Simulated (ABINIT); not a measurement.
The system is MgS (Niningerite).

```xyz
2
Lattice="0.0000 2.6016 2.6016 2.6016 0.0000 2.6016 2.6016 2.6016 0.0000" Properties=species:S:1:pos:R:3 pbc="T T T"
S     2.6016    2.6016    2.6016
Mg    0.0000    0.0000    0.0000
```

Base run:

- Program: ABINIT 10.8.3 (patched build)
- Functional: PBE
- Potentials or basis: JTH PAW PBE v2.0
- Cutoff: 544 eV
- k mesh: 9 × 9 × 9
- Occupations: fermi-dirac, width 0.05 eV
- Spin: no spin polarisation

Its results: band gap on the k mesh 2.91 eV, indirect (least direct gap 3.71 eV); pressure 1.1 GPa.

The run is repeated on the same cell with these changes: functional from PBE to LDA; potentials or basis from JTH PAW PBE v2.0 to JTH PAW LDA v2.0. What comes out?

Band gap on the k mesh 2.70 eV, indirect (least direct gap 3.47 eV); pressure -3.3 GPa.

Caveats: the mesh misses the band edges, which the band path finds closer together.
